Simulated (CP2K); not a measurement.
Ir:

```
Ir
1.0
     2.70907    0.00000    0.00000
     1.35453    2.34612    0.00000
     1.35453    0.78204    2.21194
Ir
1
Cartesian
  0.0000 0.0000 0.0000
```

Base run:

```yaml
Program: CP2K 2026.2
Functional: PBE
Potentials_or_basis: POTENTIAL_UZH Ir GTH-PBE0-q17; DZVP-MOLOPT-SR-GTH basis
Density_cutoff: 6123 eV
k_mesh: 12 × 12 × 12
Occupations: fermi-dirac, width 0.05 eV
Spin: no spin polarisation
```

Its results: band gap on the k mesh none (metal or under the smearing width); pressure 11.4 GPa.

The run is repeated on the same cell with these changes: potentials or basis from POTENTIAL_UZH Ir GTH-PBE0-q17; DZVP-MOLOPT-SR-GTH basis to GTH_POTENTIALS Ir GTH-PBE-q17; DZVP-MOLOPT-SR-GTH basis; potentials from Ir GTH-PBE0-q17 of POTENTIAL_UZH to Ir GTH-PBE-q17 of GTH_POTENTIALS. What comes out?

Band gap on the k mesh none (metal or under the smearing width); pressure 9.0 GPa.

Caveats: the basis of atomic orbitals isn't converged, which shifts pressures, moduli and gaps.

Not every run made on this cell is shown here.
